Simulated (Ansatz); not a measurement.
**Pb in Ansatz: the effect of functional**

Pb:

```
Pb
1.0
     0.01933    2.46287    2.45281
     2.50286   -0.00675    2.47889
     2.48132    2.46742    0.01479
Pb
1
Direct
  0.00000 0.00000 0.00000
```

The cell isn't the ideal one: cell sheared at random, sigma 0.01, atoms nudged by 0.01 Å.

Alike in all runs:

- Program: Ansatz 0.2.0
- Task: band structure
- Potentials or basis: Ansatz PAW
- k mesh: 5 × 5 × 5
- Occupations: fermi-dirac, width 0.05 eV
- Spin: no spin polarisation

**Question.** One run gave: pressure 2.3 GPa. Which functional did it use?
A. RPBE
B. revPBE
C. PBEsol
D. PBE
E. LDA

**Answer.** D.

```csv
functional,cutoff,pressure (GPa)
LDA,420 eV (not typed: the program's choice for these potentials),-2.2
PBE,420 eV (not typed: the program's choice for these potentials),2.3
PBEsol,420 eV (not typed: the program's choice for these potentials),-0.7
RPBE,420 eV (not typed: the program's choice for these potentials),3.9
revPBE,420 eV (not typed: the program's choice for these potentials),3.4
BLYP,420 eV (not typed: the program's choice for these potentials),5.9
r2SCAN,500 eV (not typed: the program's choice for these potentials),1.1
```

Caveats: all runs use coarse meshes; the PAW data sets come from PBE, with cores solved anew for the run's functional, which leaves a small shift of forces and pressure (some runs).
